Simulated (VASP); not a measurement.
The system is Zr.

```
Zr
1.0
     5.03280    0.00000    0.00000
    -2.51640    4.35853    0.00000
     0.00000    0.00000    3.13240
Zr
3
Cartesian
  2.5164 1.4528 1.5662
  0.0000 2.9057 1.5662
  0.0000 0.0000 0.0000
```

The cell was built by a generator and needn't be a form met in nature.

```yaml
Program: VASP 6.6.1
Task: relaxation of cell and atoms
Functional: PBEsol
Potentials_or_basis: VASP PAW PBE potentials, release 64 (Zr_sv)
Cutoff: 600 eV
k_mesh: 9 × 9 × 12
Occupations: methfessel-paxton, width 0.1 eV
Spin: no spin polarisation
```

At the start: pressure -2.9 GPa; volume 22.90 Å³/atom.

Where does the relaxation end?

Over 5 steps the energy falls by 6.8 meV/atom and the volume is 22.21 Å³/atom (-3.0 %); space group P6/mmm (No. 191, to 0.05 Å).

Step by step:
| step | energy change (eV) | largest force (eV/Å) | pressure (GPa) | volume (Å³) |
| --- | --- | --- | --- | --- |
| 1 | 0.0000 | 0.0000 | -2.94 | 68.71 |
| 2 | 0.0001 | 0.0000 | 3.33 | 64.62 |
| 3 | -0.0202 | 0.0000 | 0.03 | 66.63 |
| 4 | -0.0202 | 0.0000 | 0.10 | 66.59 |
| 5 | -0.0205 | 0.0000 | 0.06 | 66.62 |

Final structure:
```yaml
crystal:
  lattice:
    - [4.96832, 0.00000, 0.00000]
    - [-2.48416, 4.30269, 0.00000]
    - [0.00000, 0.00000, 3.11622]
  atoms:
    - { symbol: Zr, position: [0.66667, 0.33333, 0.50000] }
    - { symbol: Zr, position: [0.33333, 0.66667, 0.50000] }
    - { symbol: Zr, position: [0.00000, 0.00000, 0.00000] }
```

Caveat: the PAW data sets were made with another functional, which shifts forces and pressure a little.
